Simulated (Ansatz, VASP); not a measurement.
One calculation of HfO2, two programs

```xyz
3
Lattice="0.0000 2.5575 2.5575 2.5575 0.0000 2.5575 2.5575 2.5575 0.0000" Properties=species:S:1:pos:R:3 pbc="T T T"
Hf   -0.3000   -0.3000    0.0000
O     1.2788    1.2788    1.2788
O     3.8363    3.8363    3.8363
```

Alike in both runs: task single point; functional PBE; k mesh 8 × 8 × 8; occupations gaussian, width 0.05 eV; no spin polarisation.

```csv
,VASP,Ansatz
version,VASP 6.6.1,Ansatz 0.2.0
potentials or method,"VASP PAW PBE potentials, release 64 (Hf_pv, O)","scalar-relativistic, plane waves, PAW"
plane-wave cutoff (eV),520,420
valence electrons in the cell,22,38
```

VASP gave:

```
gap on the k mesh at the Fermi level (eV)       : 3.33
least direct gap on the mesh (eV)               : 3.65
pressure (GPa)                                  : 14.9
largest component of the traceless stress (GPa) : 14.07
rms of the force components (eV/Å)              : 2.166
```

Problem. What did Ansatz give for the same quantities?

Solution. gap on the k mesh at the Fermi level (eV): 3.36; least direct gap on the mesh (eV): 3.68; pressure (GPa): 17.8; largest component of the traceless stress (GPa): 14.06; rms of the force components (eV/Å): 2.193.

Atom by atom the forces differ by 0.027 eV/Å (rms over components). The functional is the same, so the differences come from potentials, cutoffs and numerics. The two sets of potentials don't hold the same shells in valence.

Caveats: spin-orbit coupling is left out, which moves the levels of the heavy elements; forces of over 1 eV/Å show positions far from the minimum, so gaps and moduli don't describe the material at rest. A k mesh can miss the band edges.
